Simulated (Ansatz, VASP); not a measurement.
Al: VASP beside Ansatz

INCAR

```
SYSTEM = Al
  PREC = Accurate
  ENCUT = 520
  EDIFF = 1E-6
  ISMEAR = 0
  SIGMA = 0.1
  LREAL = .FALSE.
  LASPH = .TRUE.
  NELM = 80
  ALGO = Normal
  ISIF = 2
  LWAVE = .FALSE.
  LCHARG = .FALSE.
  GGA = PE
  NBANDS = 8
```

The input KPOINTS:

```
regular mesh
0
G
  16 16 16
  0 0 0
```

File POSCAR:

```
Al
1.0
    0.0000000000      2.0507167758      2.0507167758
    2.1114361758      0.0000000000      2.0507167758
    2.1114361758      2.0507167758      0.0000000000
Al
1
Direct
    0.0000000000      0.0000000000      0.0000000000
```

Input for Ansatz:

```yaml
crystal:
  lattice:
    - [0.0, 2.0507167758, 2.0507167758]
    - [2.1114361758, 0.0, 2.0507167758]
    - [2.1114361758, 2.0507167758, 0.0]
  atoms:
    - { symbol: Al, position: [0.0, 0.0, 0.0] }
basis:
  ecutwfc: 420
kpoints:
  mp_grid: { grid: [16, 16, 16] }
hamiltonian:
  xc: pbe
scf:
  occupations: { method: gaussian, width: 0.1 }
output:
  forces: true
  stress: true
  eigenvalues: true
  populations: true
```

Alike in both runs: task single point; functional PBE; k mesh 16 × 16 × 16; occupations gaussian, width 0.1 eV; no spin polarisation.

|  | VASP | Ansatz |
| --- | --- | --- |
| version | VASP 6.6.1 | Ansatz 0.2.0 |
| potentials or method | VASP PAW PBE potentials, release 64 (Al) | scalar-relativistic, plane waves, PAW |
| plane-wave cutoff (eV) | 520 | 420 |
| valence electrons in the cell | 3 | 3 |

|  | VASP | Ansatz | Ansatz less VASP |
| --- | --- | --- | --- |
| gap on the k mesh at the Fermi level (eV) | none | none | - |
| pressure (GPa) | -4.8 | -4.8 | +0.03 |
| largest component of the traceless stress (GPa) | 1.17 | 1.18 | +0.006 |

A gap of «none» marks a metal or a gap that the smearing closes.
